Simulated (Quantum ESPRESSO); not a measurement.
Runs of Quantum ESPRESSO 7.5 on Te2Pt. It takes space group P-3m1 (No. 164, trigonal). Conventional cell: a = 4.018 Å, b = 4.018 Å, c = 5.212 Å, α = 90.00°, β = 90.00°, γ = 120.00°. Te (site symmetry 3m) is surrounded by 3 Pt at 2.66 Å. Pt (site symmetry -3m) has 6 Te at 2.66 Å as nearest neighbours. 

```tsv
level	form of the LDA correlation	gap on the mesh (eV)	pressure (GPa)	moment (μB)	largest force (eV/Å)
PBEsol+U	-	none	(a)	0.00	0.66
LDA+U	PZ81	none	0.5	0.00	0.53
PW91+U	-	none	7.0	0.00	0.92
revPBE+U	-	none	8.2	0.00	0.93
RPBE+U	-	none	(b)	0.00	(c)
```

Alike in all rows: task single point; potentials or basis PseudoDojo 0.4.1 SR PBEsol standard; spin collinear, ferromagnetic start; Pt d U = 5 eV; cell as given; k mesh 6 × 6 × 4; cutoff (eV) 1143; smearing gaussian 0.05 eV.

Q: Fill in the values left out.

A: (a) 2.4; (b) 8.8; (c) 0.95.

Caveats: the U is typed as a test and isn't derived for this compound; the potentials were made for another functional, which shifts forces and pressure (some runs).

A k mesh can miss the band edges, and the runs leave out spin-orbit coupling on Pt, Te.

A gap of «none» marks a metal or a gap under the smearing width.

Runs at the PBE level aren't shown here.
